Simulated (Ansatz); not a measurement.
# HgTe: the cost of one run

Method: plane waves, PAW, in Ansatz 0.2.0.

1 further run of the same task is left out (it didn't finish).

**1. The system as given**

It takes space group P6_3/mmc (No. 194, hexagonal). The conventional cell has a = 4.234 Å, b = 4.234 Å, c = 7.397 Å, α = 90.00°, β = 90.00°, γ = 120.00°. Around Hg (site symmetry -3m) lie 6 Te at 3.06 Å. Te (site symmetry -6m2) has 6 Hg at 3.06 Å as nearest neighbours.

Coordinates:

```xyz
4
Lattice="4.2336 0.0000 0.0000 -2.1168 3.6664 0.0000 0.0000 0.0000 7.3966" Properties=species:S:1:pos:R:3 pbc="T T T"
Hg    0.0000    0.0000    0.0000
Hg    0.0000    0.0000    3.6983
Te    0.0000    2.4443    1.8491
Te    2.1168    1.2221    5.5474
```

The cell was relaxed beforehand with r2SCAN; those runs aren't shown. No run includes spin-orbit coupling, which matters for Hg, Te.

**2. PBE, anion s p, 6×6×2**

Input file input.yaml:

```yaml
crystal:
  lattice:
    - [4.2336391942, 0.0, 0.0]
    - [-2.1168195971, 3.6664390926, 0.0]
    - [0.0, 0.0, 7.3965767621]
  atoms:
    - { symbol: Hg, position: [0.0, 0.0, 0.0] }
    - { symbol: Hg, position: [0.0, 0.0, 0.5] }
    - { symbol: Te, position: [0.3333333333, 0.6666666667, 0.25] }
    - { symbol: Te, position: [0.6666666667, 0.3333333333, 0.75] }
kpoints:
  mp_grid: { grid: [6, 6, 4] }
  band_path:
    path:
      - [[0.0, 0.0, 0.0], [0.5, 7.11388344084e-17, 0.0], [0.3333333333333, 0.3333333333333, 0.0], [0.0, 0.0, 0.0], [0.0, 0.0, 0.5], [0.5, 7.11388344084e-17, 0.5], [0.3333333333333, 0.3333333333333, 0.5], [0.0, 0.0, 0.5]]
      - [[0.5, 7.11388344084e-17, 0.5], [0.5, 7.11388344084e-17, 0.0]]
      - [[0.3333333333333, 0.3333333333333, 0.5], [0.3333333333333, 0.3333333333333, 0.0]]
    npoints: 10
hamiltonian:
  xc: pbe
scf:
  occupations: { method: fermi_dirac, width: 0.02 }
  n_extra_bands: 6
output:
  forces: false
  stress: false
  eigenvalues: true
  wannier:
    kmesh: [6, 6, 2]
    projections: [{ species: Te, l: s, shell: 5 }, { species: Te, l: p, shell: 5 }]
    minimise: true
    write_hr: true
    conv_tol: 1.0e-08
    max_iter: 3000
  write_density: true
  write_potential: true
  elf: true
  volumetric_format: npy
```

Command:

```bash
$ ansatz run input.yaml --threads 4 --pin off --max-ram 3686MiB --backend cpu --events-out ev --progress --plain --runs-dir out
```

Q: Estimate wall time and peak memory on 4 threads of AMD EPYC (Zen 3), shared host.

About 22 s, with a peak of 0.56 GiB.
